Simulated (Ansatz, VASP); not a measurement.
Given: the input of a run of VASP 6.6.1 on Mo.

The input INCAR:

```
SYSTEM = Mo
PREC = Accurate
ENCUT = 520
EDIFF = 1E-6
ISMEAR = -1
SIGMA = 0.05
LREAL = .False.
LASPH = .True.
NELM = 60
ALGO = Fast
ISIF = 2
LWAVE = .False.
LCHARG = .False.
NBANDS = 13
```

The input KPOINTS:

```
regular mesh
0
Gamma
  12 12 12
  0 0 0
```

File POSCAR:

```
Mo
1.0
   -1.5942980787      1.5942980787      1.5942980787
    1.5942980787     -1.5942980787      1.5942980787
    1.5942980787      1.5942980787     -1.5942980787
Mo
1
Direct
    0.0000000000      0.0000000000      0.0000000000
```

Potentials or basis: VASP PAW LDA potentials, release 64 (Mo_sv).

Command:

```sh
$ cat potpaw_LDA.64/Mo_sv/POTCAR > POTCAR
$ mpirun -np 1 vasp_std > vasp.out
```

Translate it to Ansatz 0.2.0. Potentials there: Ansatz PAW.

As run (the cutoff follows the program's own potentials):

File input.yaml:

```yaml
crystal:
  lattice:
    - [-1.5942980787, 1.5942980787, 1.5942980787]
    - [1.5942980787, -1.5942980787, 1.5942980787]
    - [1.5942980787, 1.5942980787, -1.5942980787]
  atoms:
    - { symbol: Mo, position: [0.0, 0.0, 0.0] }
hamiltonian:
  xc: lda
  pseudopotentials: { kind: paw }
kpoints:
  mp_grid: { grid: [12, 12, 12] }
scf:
  occupations: { method: fermi_dirac, width: 0.05 }
output:
  forces: true
  stress: true
  eigenvalues: true
```

Potentials or basis: Ansatz PAW.

Run with:

```console
$ ansatz run input.yaml --threads 2 --pin off --max-ram 5632MiB --backend cpu --events-out ev --progress --plain --runs-dir out
```

Both were run:

|  | VASP | Ansatz | Ansatz less VASP |
| --- | --- | --- | --- |
| gap on the k mesh at the Fermi level (eV) | none | none | - |
| pressure (GPa) | -17.7 | -18.6 | -0.94 |

A gap of «none» marks a metal or a gap that the smearing closes.

Caveats: so large a pressure means that the cell lies far from this level's equilibrium, or that cutoff or potentials fall short (VASP); the PAW data sets come from PBE, with cores solved anew for the run's functional, which leaves a small shift of forces and pressure (Ansatz).
